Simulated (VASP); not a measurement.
# Nb3Sn (Pm-3n) in VASP: band structure with PBE

Aim: the band structure of Nb3Sn with PBE.

Program: VASP 6.6.1. These are calculated values, not measurements. Logs are shortened: lines on timing, memory, paths and dates and some standing lists are left out, and cuts for length are marked.

### Step 1. The crystal as given

Symmetry: Pm-3n, No. 223, cubic system. Conventional cell: a = 5.282 Å, b = 5.282 Å, c = 5.282 Å, α = 90.00°, β = 90.00°, γ = 90.00°. Nb (site symmetry -4m2) is surrounded by 2 Nb at 2.64 Å and 4 Sn at 2.95 Å. Sn (site symmetry m-3) has 12 Nb at 2.95 Å as nearest neighbours.

### Step 2. Band structure, PBE

INCAR

```
ALGO = Normal
EDIFF = 1E-6
ENCUT = 520
GGA = PE
ISIF = 2
ISMEAR = 0
LASPH = True
LCHARG = False
LMAXMIX = 4
LREAL = False
LWAVE = False
NBANDS = 63
NELM = 60
PREC = Accurate
SIGMA = 0.02
```

KPOINTS

```
k-points
0
Gamma
  6 6 6
```

POSCAR

```
Nb3Sn
1.0
    5.2821000000      0.0000000000      0.0000000000
    0.0000000000      5.2821000000      0.0000000000
    0.0000000000      0.0000000000      5.2821000000
Nb Sn
6 2
Direct
    0.2500000000      0.0000000000      0.5000000000
    0.5000000000      0.7500000000      0.0000000000
    0.7500000000      0.0000000000      0.5000000000
    0.5000000000      0.2500000000      0.0000000000
    0.0000000000      0.5000000000      0.7500000000
    0.0000000000      0.5000000000      0.2500000000
    0.0000000000      0.0000000000      0.0000000000
    0.5000000000      0.5000000000      0.5000000000
```

KPOINTS_OPT

```
path GXMGRX,MR
15
line-mode
reciprocal
 0.0000000000  0.0000000000  0.0000000000  G
 0.0000000000  0.5000000000  0.0000000000  X

 0.0000000000  0.5000000000  0.0000000000  X
 0.5000000000  0.5000000000  0.0000000000  M

 0.5000000000  0.5000000000  0.0000000000  M
 0.0000000000  0.0000000000  0.0000000000  G

 0.0000000000  0.0000000000  0.0000000000  G
 0.5000000000  0.5000000000  0.5000000000  R

 0.5000000000  0.5000000000  0.5000000000  R
 0.0000000000  0.5000000000  0.0000000000  X

 0.5000000000  0.5000000000  0.0000000000  M
 0.5000000000  0.5000000000  0.5000000000  R
```

Potentials or basis: VASP PAW PBE potentials, release 64 (Nb_sv, Sn_d).

Command:

```bash
$ cat potpaw_PBE.64/Nb_sv/POTCAR potpaw_PBE.64/Sn_d/POTCAR > POTCAR
$ mpirun -np 1 vasp_std > vasp.out
```

OUTCAR:

```text
EDIFF = 1E-6
   ENCUT = 520
   GGA = PE
   ISIF = 2
   ISMEAR = 0
   LASPH = True
   LREAL = False
   NELM = 60
   PREC = Accurate

 ion  position               nearest neighbor table
   1  0.250  0.000  0.500-   3 2.64   3 2.64   8 2.95   7 2.95   8 2.95   7 2.95
   2  0.500  0.750  0.000-   4 2.64   4 2.64   8 2.95   8 2.95   7 2.95   7 2.95
   3  0.750  0.000  0.500-   1 2.64   1 2.64   8 2.95   7 2.95   8 2.95   7 2.95
   4  0.500  0.250  0.000-   2 2.64   2 2.64   8 2.95   8 2.95   7 2.95   7 2.95
   5  0.000  0.500  0.750-   6 2.64   6 2.64   8 2.95   7 2.95   7 2.95   8 2.95
   6  0.000  0.500  0.250-   5 2.64   5 2.64   8 2.95   7 2.95   7 2.95   8 2.95
   7  0.000  0.000  0.000-   1 2.95   2 2.95   3 2.95   4 2.95   5 2.95   6 2.95   1 2.95   3 2.95
                             5 2.95   6 2.95   2 2.95   4 2.95
   8  0.500  0.500  0.500-   1 2.95   2 2.95   3 2.95   4 2.95   5 2.95   6 2.95   2 2.95   4 2.95
                             1 2.95   3 2.95   5 2.95   6 2.95

  LATTYP: Found a simple cubic cell.
 ALAT       =     5.2821000000

  Lattice vectors:

 A1 = (   5.2821000000,   0.0000000000,   0.0000000000)
 A2 = (   0.0000000000,   5.2821000000,   0.0000000000)
 A3 = (   0.0000000000,   0.0000000000,   5.2821000000)

Analysis of symmetry for initial positions (statically):
=====================================================================
 Subroutine PRICEL returns:
 Original cell was already a primitive cell.

 Routine SETGRP: Setting up the symmetry group for a
 simple cubic supercell.

 Subroutine GETGRP returns: Found 48 space group operations
 (whereof 24 operations were pure point group operations)
 out of a pool of 48 trial point group operations.

The static configuration has the point symmetry T_h .
 The point group associated with its full space group is O_h .

Analysis of symmetry for dynamics (positions and initial velocities):
=====================================================================
 Subroutine PRICEL returns:
 Original cell was already a primitive cell.

 Routine SETGRP: Setting up the symmetry group for a
 simple cubic supercell.

 Subroutine GETGRP returns: Found 48 space group operations
 (whereof 24 operations were pure point group operations)
 out of a pool of 48 trial point group operations.

The dynamic configuration has the point symmetry T_h .
 The point group associated with its full space group is O_h .

 Subroutine INISYM returns: Found 48 space group operations
 (whereof 24 operations are pure point group operations),
[... 103 lines left out ...]
   EDIFF  = 0.1E-05   stopping-criterion for ELM
   LREAL  =      F    real-space projection
[... 7 lines left out ...]
   TEBEG  =    0.0;   TEEND  =   0.0 temperature during run
   PSTRESS=    0.0 pullay stress
   NELECT =     106.0000    total number of electrons
   NUPDOWN=      -1.0000    fix difference up-down
   EMIN   =  10.00;   EMAX   =-10.00  energy-range for DOS
   EFERMI =   0.00;   METHOD = LEGACY
   ISMEAR =     0;   SIGMA  =   0.02  broadening in eV -4-tet -1-fermi 0-gaus
   EFERMI_NEDOS =   21; number of points for ismear=-14 and -15
   IALGO  =     38    algorithm
   IMIX   =      4    mixing-type and parameters
     AMIX     =   0.40;   BMIX     =  1.00
     AMIX_MAG =   1.60;   BMIX_MAG =  1.00
  volume/ion in A,a.u.               =      18.42       124.32
  Fermi-wavevector in a.u.,A,eV,Ry     =   1.466798  2.771845 29.272866  2.151495
  Thomas-Fermi vector in A             =   2.582492
   LORBIT       =      0    0 simple, 1 ext, 2 COOP (PROOUT), +10 PAW based schemes
   GGA     = PE    functional components
   LHFCALC =     F    Hartree Fock is set to
   AEXX    =    0.0000 exact exchange contribution
   IVDW    =     0    specifies the selected vdW correction
   LEPSILON=     F    determine dielectric tensor
   LRPA    =     F    only Hartree local field effects (RPA)
 non-spin polarized calculation
 Gauss-broadening in eV      SIGMA  =   0.02
  energy-cutoff  :      520.00
  volume of cell :      147.37
 maximum number of plane-waves:      3988
 NGX is ok and might be reduce to    40
   NGX = 19   NGY = 19   NGZ = 19

 number of electron     106.0000022 magnetization

 Free energy of the ion-electron system (eV)
  ---------------------------------------------------
  ext. energy  EPLUGINS =         0.00000000
  ---------------------------------------------------
  free energy    TOTEN  =       -70.33438904 eV

  energy without entropy =      -70.33056813  energy(sigma->0) =      -70.33247858

 E-fermi :  11.4492     XC(G=0): -12.3669

 val. band max:       11.4481644114   @ k =   0.5000   0.3333   0.1667
 cond. band min:      11.4528315781   @ k =   0.1667   0.0000   0.0000
 fundamental gap:      0.0046671667
 Fermi energy:        11.4492046122

 k-point     1 :       0.0000    0.0000    0.0000
  band No.  band energies     occupation
      1     -43.1247      2.00000
      2     -43.0517      2.00000
      3     -43.0517      2.00000
      4     -42.8289      2.00000
      5     -42.8289      2.00000
      6     -42.8289      2.00000
[... 1309 lines left out ...]
     62      13.9535      0.00000
     63      13.9547      0.00000

------------------------ aborting loop because EDIFF is reached ----------------------------------------

  FORCE on cell =-STRESS in cart. coord.  units (eV):
  Direction    XX          YY          ZZ          XY          YZ          ZX
  --------------------------------------------------------------------------------------
  -------------------------------------------------------------------------------------
  Total        2.9896470      2.9896470      2.9896470      0.0000000     -0.0000000      0.0000000
  in kB       32.5020412     32.5020412     32.5020412      0.0000000     -0.0000000      0.0000000
  external PRESSURE =      32.5020412 kB  Pullay stress =       0.0000000 kB

 VOLUME and BASIS-vectors are now :
 -----------------------------------------------------------------------------
  energy-cutoff  :      520.00
  volume of cell :      147.37
      direct lattice vectors                 reciprocal lattice vectors
     5.282100000  0.000000000  0.000000000     0.189318642  0.000000000  0.000000000
     0.000000000  5.282100000  0.000000000     0.000000000  0.189318642  0.000000000
     0.000000000  0.000000000  5.282100000     0.000000000  0.000000000  0.189318642

 POSITION                                       TOTAL-FORCE (eV/Angst)
 -----------------------------------------------------------------------------------
      1.32052      0.00000      2.64105         0.000000     -0.000000      0.000000
      2.64105      3.96157      0.00000        -0.000000     -0.000000      0.000000
      3.96157      0.00000      2.64105        -0.000000      0.000000     -0.000000
      2.64105      1.32052      0.00000        -0.000000      0.000000      0.000000
      0.00000      2.64105      3.96157         0.000000     -0.000000      0.000000
      0.00000      2.64105      1.32052         0.000000     -0.000000     -0.000000
      0.00000      0.00000      0.00000        -0.000000      0.000000     -0.000000
      2.64105      2.64105      2.64105        -0.000000      0.000000     -0.000000
 -----------------------------------------------------------------------------------
    total drift:                                0.000000     -0.000000      0.000000

  FREE ENERGIE OF THE ION-ELECTRON SYSTEM (eV)
  ---------------------------------------------------
  free  energy   TOTEN  =       -70.3343890434 eV

  energy  without entropy=      -70.3305681262  energy(sigma->0) =      -70.33247858
```

OSZICAR:

```text
N       E                     dE             d eps       ncg     rms          rms(c)
DAV:   1     0.182592545404E+04    0.18259E+04   -0.51838E+04  2646   0.224E+03
DAV:   2     0.213311786559E+03   -0.16126E+04   -0.15790E+04  2552   0.833E+02
DAV:   3    -0.400929781866E+02   -0.25340E+03   -0.24406E+03  3336   0.280E+02
DAV:   4    -0.706950328451E+02   -0.30602E+02   -0.29794E+02  3824   0.855E+01
DAV:   5    -0.731818719224E+02   -0.24868E+01   -0.24377E+01  4560   0.214E+01    0.179E+01
DAV:   6    -0.705486402065E+02    0.26332E+01   -0.91503E+00  3673   0.154E+01    0.590E+00
DAV:   7    -0.703250024247E+02    0.22364E+00   -0.18772E+00  3984   0.693E+00    0.266E+00
DAV:   8    -0.703323804471E+02   -0.73780E-02   -0.24099E-01  4050   0.259E+00    0.659E-01
DAV:   9    -0.703337966014E+02   -0.14162E-02   -0.37599E-02  4016   0.106E+00    0.386E-01
DAV:  10    -0.703344438616E+02   -0.64726E-03   -0.61985E-03  4003   0.371E-01    0.594E-02
[... 60 further cycles ...]
DAV:   4     0.131046129938E+05   -0.33211E+03     1976
DAV:   5     0.130790561436E+05   -0.25557E+02     2217
DAV:   6     0.130765210094E+05   -0.25351E+01     2208
DAV:   7     0.130763152390E+05   -0.20577E+00     2120
DAV:   8     0.130762874721E+05   -0.27767E-01     2104
DAV:   9     0.130762843353E+05   -0.31368E-02     1616
DAV:  10     0.130762839310E+05   -0.40429E-03     1576
DAV:  11     0.130762838840E+05   -0.46998E-04     1192
DAV:  12     0.130762838773E+05   -0.67173E-05     1072
DAV:  13     0.130762838764E+05   -0.94057E-06      992
```

stdout:

```text
POSCAR found type information on POSCAR NbSn
 POSCAR found :  2 types and       8 ions
 scaLAPACK will be used
 LDA part: xc-table for (Slater+PW92), standard interpolation
 POSCAR, INCAR and KPOINTS ok, starting setup
 FFT: planning ... GRIDC
 FFT: planning ... GRID_SOFT
 FFT: planning ... GRID
 WAVECAR not read
 entering main loop
 Start KPOINTS_OPT (optional k-point list driver)
k-point batch [1-20\90]
k-point batch [21-40\90]
k-point batch [41-60\90]
k-point batch [61-80\90]
k-point batch [81-90\90]
```

It took 6.7 min on 1 thread of Intel Xeon 6975P-C (Granite Rapids), shared host; peak memory 0.39 GiB.

Results:

- Free energy: -70.3344 eV
- Pressure: 3.3 GPa
- Band gap along the path: none (metal or under the smearing width)

Levels at the corners of the path, in eV from the Fermi level:
```
point  band 49  band 50  band 51  band 52  band 53  band 54  band 55  band 56  band 57  band 58
    Γ    -1.38    -0.55    -0.55    -0.55    -0.06    -0.06     2.39     2.39     2.39     2.48
    X    -1.01    -1.01    -0.84    -0.84    -0.37    -0.37     1.52     1.52     2.19     2.19
    X    -1.01    -1.01    -0.84    -0.84    -0.37    -0.37     1.52     1.52     2.19     2.19
    M     0.10     0.10     0.17     0.17     0.20     0.58     0.63     0.63     0.76     0.91
    M     0.10     0.10     0.17     0.17     0.20     0.58     0.63     0.63     0.76     0.91
    Γ    -1.38    -0.55    -0.55    -0.55    -0.06    -0.06     2.39     2.39     2.39     2.48
    Γ    -1.38    -0.55    -0.55    -0.55    -0.06    -0.06     2.39     2.39     2.39     2.48
    R     0.03     0.03     0.03     0.03     0.12     0.12     0.12     0.12     0.12     0.12
    R     0.03     0.03     0.03     0.03     0.12     0.12     0.12     0.12     0.12     0.12
    X    -1.01    -1.01    -0.84    -0.84    -0.37    -0.37     1.52     1.52     2.19     2.19
    M     0.10     0.10     0.17     0.17     0.20     0.58     0.63     0.63     0.76     0.91
    R     0.03     0.03     0.03     0.03     0.12     0.12     0.12     0.12     0.12     0.12
```

Caveat: spin-orbit coupling is left out, which moves the levels of the heavy elements.
